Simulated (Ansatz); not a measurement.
**TiAl3: start and end of a relaxation**

The cell of TiAl3 is invented: random cell by space group and Wyckoff sites (Cmmm, No. 65). Lengths were set from tabulated atomic sizes, so they are only a guess.

POSCAR.start

```
Ti Al
1.0
     1.86702   -3.17077    0.00000
     1.86702    3.17077    0.00000
     0.00000    0.00000    4.97682
Ti Al
1 3
Direct
  0.00000 0.00000 0.50000
  0.50000 0.50000 0.68455
  0.50000 0.50000 0.31545
  0.50000 0.50000 0.00000
```

Theory: DFT PBE, scalar-relativistic, plane waves, PAW (Ansatz). Cutoff 420 eV, Gaussian smearing, Γ-centred meshes. Cell and atoms relax first on a coarse mesh and then on a finer one. In between, the cell is made exact in the group found at 0.06 Å. In metals the finer mesh still leaves noise of several meV/atom or more. The steps can't lower the symmetry of their start. No spin polarisation in the relaxation; trial moments died out in a coarse test.

POSCAR.end

```
Ti Al
1.0
     2.79478    0.00000    0.00000
     0.00000    2.79478    0.00000
     0.00000    0.00000    9.33932
Ti Al
1 3
Cartesian
  0.0000 0.0000 4.6697
  1.3974 1.3974 6.6791
  1.3974 1.3974 2.6603
  1.3974 1.3974 0.0000
```

The symmetry goes from Cmmm (No. 65) to P4/mmm (No. 123). The volume per atom grows by 23.8 %, from 14.7 to 18.2 Å³. The shortest distance goes from 1.57 Å (Al–Al) to 2.66 Å (Al–Al). The energy falls by about 7.2 eV/atom (the start's value is from the coarse mesh).

- Volume per atom: 18.24 Å³
- Density: 2.93 g/cm³
- Formation energy: −0.06 eV/atom
- Gap on the 16×16×6 mesh of the 4-atom cell: 0 eV (a metal)

The zero of energy is the elements' standard structures at the same level; no fitted shifts are applied.

The last run used Gaussian smearing of 0.10 eV. Symmetry constrained the relaxation, so the result can be a saddle point. In all, the 3 runs took 2.5 min on 1 thread of Intel(R) Xeon(R) Processor @ 2.70GHz, on a shared host. Another cell of TiAl3 relaxed alike, in I4/mmm (a Materials Project cell), lies 0.34 eV/atom lower, so this cell isn't the stable form at this level.
